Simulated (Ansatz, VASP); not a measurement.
**AlN in VASP and in Ansatz**

```
Al N
1.0
     0.00000    2.18490    2.18490
     2.18490    0.00000    2.18490
     2.18490    2.18490    0.00000
Al N
1 1
Direct
  0.00000 0.00000 0.00000
  0.75000 0.75000 0.75000
```

Alike in both runs: functional r2SCAN; k mesh 10 × 10 × 10; occupations gaussian, width 0.02 eV; no spin polarisation.

Ansatz relaxed the structure, and its values are those at the end. VASP's run is a single point on that final structure, the one shown.

```csv
,VASP,Ansatz
version,VASP 6.6.1,Ansatz 0.2.0
potentials or method,"VASP PAW PBE potentials, release 64 (Al, N)","scalar-relativistic, plane waves, PAW"
plane-wave cutoff (eV),520,500
valence electrons in the cell,8,8
```

|  | VASP | Ansatz | Ansatz less VASP |
| --- | --- | --- | --- |
| gap on the k mesh at the Fermi level (eV) | 3.93 | 3.94 | +0.007 |
| least direct gap on the mesh (eV) | 4.88 | 4.84 | -0.039 |
| pressure (GPa) | -0.4 | 0.0 | +0.39 |

Caveats: the PAW data sets were made with another functional, which shifts forces and pressure a little (VASP). A k mesh can miss the band edges. r2SCAN opens gaps a little over a GGA but as a rule still falls short of measured ones.
